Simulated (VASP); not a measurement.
Set up this calculation in VASP 6.6.1, as the native input.

```
Task                   : single point
Functional             : PBE
Potentials or basis    : VASP PAW PBE potentials, release 64 (Zn, Se)
Cutoff                 : 520 eV
k mesh                 : 8 × 8 × 8
Occupations            : gaussian, width 0.02 eV
Spin                   : no spin polarisation
Further INCAR settings : ALGO = Normal; EDIFF = 1e-07; NBANDS = 16
```

The structure of ZnSe lies in POSCAR:

```
ZnSe
1.0
    0.0000000000      2.8338000000      2.8338000000
    2.8338000000      0.0000000000      2.8338000000
    2.8338000000      2.8338000000      0.0000000000
Zn Se
1 1
Direct
    0.0000000000      0.0000000000      0.0000000000
    0.2500000000      0.2500000000      0.2500000000
```

The input as run:

INCAR

```
ALGO = Normal ; EDIFF = 1E-7
ENCUT = 520 ; GGA = PE
ISIF = 2 ; ISMEAR = 0
LASPH = T ; LCHARG = F
LREAL = F ; LWAVE = F
NBANDS = 16 ; NELM = 100
PREC = Accurate ; SIGMA = 0.02
```

KPOINTS

```
k-points
0
Gamma
  8 8 8
```

Potentials or basis: VASP PAW PBE potentials, release 64 (Zn, Se).

Command:

```bash
$ cat potpaw_PBE.64/Zn/POTCAR potpaw_PBE.64/Se/POTCAR > POTCAR
$ mpirun -np 1 vasp_std > vasp.out
```

Results of the run:

The pressure is 2.3 GPa and the band gap on the k mesh is 1.29 eV, direct.

It took 32 s on 1 thread of AMD EPYC 7R43 64-Core Processor (Zen 3) (shared host), peak memory 0.14 GiB.
